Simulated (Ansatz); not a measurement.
Input and command of a plane-wave DFT calculation in Ansatz:

```yaml
crystal:
  lattice:
    - [0.0, -4.8145205296, 0.0]
    - [-4.8145205296, 0.0, 0.0]
    - [0.0, 0.0, -4.814737217]
  atoms:
    - { symbol: P, position: [0.5, 0.5, 0.4065369552] }
    - { symbol: P, position: [0.5, 0.5, 0.0] }
    - { symbol: P, position: [0.0, 0.5, 0.5] }
    - { symbol: P, position: [0.0, 0.5, 0.0] }
    - { symbol: P, position: [0.5, 0.0, 0.5] }
    - { symbol: P, position: [0.5, 0.0, 0.0] }
    - { symbol: P, position: [0.0, 0.0, 0.5] }
    - { symbol: P, position: [0.0, 0.0, 0.0] }
basis:
  ecutwfc: 420
kpoints:
  mp_grid: { grid: [12, 12, 12] }
hamiltonian:
  xc: pbe
  dispersion: d3bj
scf:
  occupations: { method: gaussian, width: 0.15 }
output:
  forces: true
  stress: true
  eigenvalues: true
  write_density: true
  write_potential: true
  elf: true
  volumetric_format: npy
```

```bash
ansatz run input.yaml --threads 1 --pin off --max-ram 2560MiB --backend cpu --events-out ev --progress --plain --runs-dir out
```

Processor: Intel(R) Xeon(R) Platinum 8488C (Sapphire Rapids), 1 thread, on a host shared with other jobs.

Estimate time, memory and problem size.

About 44 s on 1 thread of Intel(R) Xeon(R) Platinum 8488C (Sapphire Rapids), on a shared host, peak memory 0.73 GiB. It solves 28 bands at 196 k points (the mesh reduced by the symmetry that the task leaves, which can be less than the crystal's) with about 2109 plane waves, in 6 SCF iterations.
